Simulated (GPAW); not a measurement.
# O (C2/m) in GPAW: single point with PBEsol

Aim: the single point of O with PBEsol.

Program: GPAW 26.7.0. These are calculated values, not measurements. Logs are shortened: lines on timing, memory, paths and dates and some standing lists are left out, and cuts for length are marked. The log counts tension as positive stress, the text compression.

### Step 1. Starting point

It takes space group C2/m (No. 12, monoclinic). Conventional cell: a = 5.703 Å, b = 3.325 Å, c = 4.363 Å, α = 90.00°, β = 123.29°, γ = 90.00°. Around O (site symmetry m) lie 1 O at 1.22 Å.

### Step 2. Single point, PBEsol

File run.py:

```python
from ase import Atoms
from ase.dft.bandgap import bandgap
from ase.io import write
from ase.units import GPa
from gpaw import GPAW, PW, setup_paths

setup_paths.insert(0, '.')

atoms = Atoms(['O', 'O'],
              cell=[[2.8514028533, -1.66241594, 0.0],
                    [2.8514028533, 1.66241594, 0.0],
                    [-2.3944914034, 0.0, 3.6470501824]],
              scaled_positions=[[0.97454617, 0.97454617, 0.84442598],
                                [0.02545383, 0.02545383, 0.15557402]],
              pbc=True)

calc = GPAW(mode=PW(600),
            xc='PBEsol',
            kpts={'size': (8, 8, 6), 'gamma': True},
            occupations={'name': 'fermi-dirac', 'width': 0.05},
            nbands=14,
            maxiter=120,
            txt='gpaw.txt')
atoms.calc = calc
energy = atoms.get_potential_energy()
forces = atoms.get_forces()
stress = atoms.get_stress()
calc.write('gs.gpw')
write('result.traj', atoms)
print(f'Energy: {energy:.6f} eV')
print('Forces (eV/A):')
print(forces.round(4))
print('Stress (GPa):', (stress / GPa).round(3))
print('Fermi level:', round(calc.get_fermi_level(), 4), 'eV')
print(f'Gap: {bandgap(calc)[0]:.4f} eV, direct: {bandgap(calc, direct=True)[0]:.4f} eV')
```

Potentials or basis: PAW data sets generated in the run's folder for this functional, pw.

Started as:

```console
$ gpaw-setup -f PBEsol O
$ OMP_NUM_THREADS=1 python run.py
```

gpaw.txt:

```text
__  _  _
 | _ |_)|_||  |
 |__||  | ||/\| - 26.7.0

Input parameters:
  mode=PW(ecut=600.0),
  kpts=MonkhorstPack(size=(8, 8, 6), gamma=True),
  maxiter=120,
  nbands=14,
  occupations=Occupations(name='fermi-dirac', width=0.05),
  xc=XC(name='PBEsol')

Diagonalizing LCAO Hamiltonian
Converting LCAO to pw mode

                O

       O

Atoms  # Å, Bohr magnetons
|   | symbol |         x |         y |        z |    initial magnetic moments |
|---|--------|-----------|-----------|----------|-----------------------------|
| 0 |      O |  3.535677 | -0.000000 | 3.079664 | ( 0.0000,  0.0000,  0.0000) |
| 1 |      O | -0.227362 |  0.000000 | 0.567386 | ( 0.0000,  0.0000,  0.0000) |

Unit cell  # Å
| periodic |         x |         y |        z |  lengths |     angles |
|----------|-----------|-----------|----------|----------|------------|
|      yes |  2.851403 | -1.662416 | 0.000000 | 3.300625 | 118.303201 |
|      yes |  2.851403 |  1.662416 | 0.000000 | 3.300625 | 118.303201 |
|      yes | -2.394491 |  0.000000 | 3.647050 | 4.362862 |  60.485813 |

Number of symmetries: 4
Symmetry operations  # r_c * U_cc + t_c -> r_c
|   | kind |            matrix            |
|---|------|------------------------------|
| 0 |  E   |  1, 0, 0,  0, 1, 0,  0, 0, 1 |
| 1 |  σ   |  0, 1, 0,  1, 0, 0,  0, 0, 1 |
| 2 |  C2  |  0,-1, 0, -1, 0, 0,  0, 0,-1 |
| 3 |  i   | -1, 0, 0,  0,-1, 0,  0, 0,-1 |

BZ-sampling:
  Number of BZ points: 384
  Number of IBZ points: 114

  Monkhorst-Pack size: [8, 8, 6]
  Monkhorst-Pack shift: [0.0625, 0.0625, 0.08333333333333333]

K-points  # in reciprocal-cell coordinates
|     |                                coordinates |     weight |
|-----|--------------------------------------------|------------|
|   0 | (  0.00000000,   0.00000000,   0.00000000) | 0.00260417 |
|   1 | (  0.00000000,   0.00000000,   0.16666667) | 0.00520833 |
|   2 | (  0.00000000,   0.00000000,   0.33333333) | 0.00520833 |
|   3 | (  0.00000000,   0.00000000,   0.50000000) | 0.00260417 |
|   4 | (  0.12500000,  -0.12500000,   0.00000000) | 0.00520833 |
|   5 | (  0.12500000,  -0.12500000,   0.16666667) | 0.01041667 |
|   6 | (  0.12500000,  -0.12500000,   0.33333333) | 0.01041667 |
|   7 | (  0.12500000,  -0.12500000,   0.50000000) | 0.00520833 |
|   8 | (  0.12500000,   0.00000000,  -0.33333333) | 0.01041667 |
|   9 | (  0.12500000,   0.00000000,  -0.16666667) | 0.01041667 |
| ... |                                            |            |
| 113 | (  0.50000000,   0.50000000,   0.50000000) | 0.00260417 |

Plane wave coefficients: 1182
Cutoff: 600.0 eV

Spin-components: 1 (collinear spins)
Bands:           14
Projectors:      10
Spin-degeneracy: 2
Datatype:        complex128

Parallelization:
  kpt:    1
  domain: 1
  band:   1

Density:
  Valence electrons: 12.0
  Components: 1
  Grid points: [20 20 25]
  Charge: 0.0  # |e|

Potential:
  Grid points: [20 20 25]

species:
  O:
    name:    Oxygen
    Z:       8.0
    valence: 6
    core:    2
    charge:  0.0  # [|e|]
    compensation charges:
      type: gauss
      rc: 0.21  # [Å]
      lmax: 2
    cutoffs:
      filter: 1.17  # [Å]
      core: 0.83  # [Å]
    projectors
    | kind |    occ | energy [eV] | rcut [Å] |
    |------|--------|-------------|----------|
    |   2s |  2.000 |     -23.808 |    0.688 |
    |   2p |  4.000 |      -8.972 |    0.598 |
    |    s |        |       3.404 |    0.688 |
    |    p |        |      18.239 |    0.598 |
    |    d |        |       0.000 |    0.619 |

    Using partial waves for O as LCAO basis

Reference energy: -4067.933873  # eV

eigensolver:
  PPCG
  Converge bands: occupied
  niter=2

density mixing:
  MSR1-Mixer
  Pratt-step length: 0.05
  Maximum mixing coefficient: 0.75
  Old densities: 10
  SVD Regularization: 0.005
  Good broyden scale: 1.0
  Trust region scale: 1.0
  Backstep threshold: 4.0
  History deletion threshold: 6.0
  Fourier metric: weight=20.0, sigma=0.015

occupation numbers:
  Fermi-Dirac:
    width: 0.0500  # eV

poisson solver:
  ecut: 4800.0  # eV

xc functional:
  name: PBEsol with 2 nearest neighbor stencil

convergence criteria:
- Maximum [total energy] change in last 3 cyles: 0.0005 eV / valence electron
- Maximum integral of absolute [dens]ity change: 0.0001 electrons / valence electron
- Maximum integral of absolute [eigenst]ate change: 4e-08 eV^2 / valence electron
maximum number of iterations: 120

SCF iterations
|iter     | |      energy | eigst |  dens |
|---------|-|-------------|-------|-------|
|iter:   1| |  -10.069994 | +0.24 |       |
|iter:   2| |  -10.047679 | -1.99 | -1.22 |
|iter:   3| |   -9.870981 | -1.78 | -1.25 |
|iter:   4| |   -9.869693 | -3.31 | -1.90 |
|iter:   5| |   -9.869758c| -4.81 | -2.39 |
|iter:   6| |   -9.869753c| -6.65 | -3.47 |
|iter:   7| |   -9.869755c| -7.55c| -3.97 |
|iter:   8| |   -9.869753c| -7.61c| -4.50c|

Converged in 8 steps
Energy contributions relative to reference atoms: (reference = -4067.933873)

Energy contributions:
  Kinetic:           9.282484
  Coulomb:         -11.353948
  Zero:              0.304331
  External:          0.000000
  Xc:               -8.076411
  Entropy:          -0.052417
  Spinorbit:         0.000000
  ----------------------------
  Free energy:      -9.895962
  Extrapolated:     -9.869753

dipole moment: (0.000001, 0.000000, 0.000001)  # |e|*Ang

Fermi level: -1.184
Eigenvalues  # (at kpt = [0.000, 0.000, 0.000])
| band index |      eig [eV] | occ [0-2] |
|------------|---------------|-----------|
|          0 |       -27.550 |     2.000 |
|          1 |       -14.907 |     2.000 |
|          2 |        -9.057 |     2.000 |
|          3 |        -7.487 |     2.000 |
|          4 |        -7.450 |     2.000 |
|          5 |        -1.282 |     1.752 |
|          6 |        -1.003 |     0.052 |
|          7 |         5.444 |     0.000 |
|          8 |         9.393 |     0.000 |
|          9 |        12.988 |     0.000 |
|         10 |        14.184 |     0.000 |
|         11 |        16.824 |     0.000 |
|         12 |        17.858 |     0.000 |
|         13 |        19.081 |     0.000 |

No gap
No difference between direct/indirect transitions

Forces  # eV/Ang
|        x |        y |        z |
|----------|----------|----------|
| -0.44941 |  0.00000 |  0.67824 |  # O    0
|  0.44941 | -0.00000 | -0.67824 |  # O    1

Stress tensor  # eV/Ang^3
|         x |         y |         z |
|-----------|-----------|-----------|
|  0.039805 |  0.000000 | -0.012507 |
|  0.000000 |  0.057719 | -0.000000 |
| -0.012507 | -0.000000 |  0.070235 |

# Writing to gs.gpw (mode='')
```

stdout:

```text
Energy: -9.869753 eV
Forces (eV/A):
[[-0.4494  0.      0.6782]
 [ 0.4494 -0.     -0.6782]]
Stress (GPa): [ 6.377  9.248 11.253 -0.    -2.004  0.   ]
Fermi level: -1.1843 eV
Gap: 0.0000 eV, direct: 0.0000 eV
```

It took 26 s on 1 thread of Arm Neoverse V1, shared host; peak memory 0.18 GiB.

Results:

* Free energy: -9.8960 eV
* Pressure: -9.0 GPa
* Largest force: 0.814 eV/Å
* Band gap on the k mesh: none (metal or under the smearing width)

Forces on the atoms (eV/Å):
```
O   -0.449  0.000  0.678
O    0.449  0.000 -0.678
```

Caveat: the cutoff is short for stress and forces, so pressures can be off by a GPa or more; spin is off for a triplet molecule.
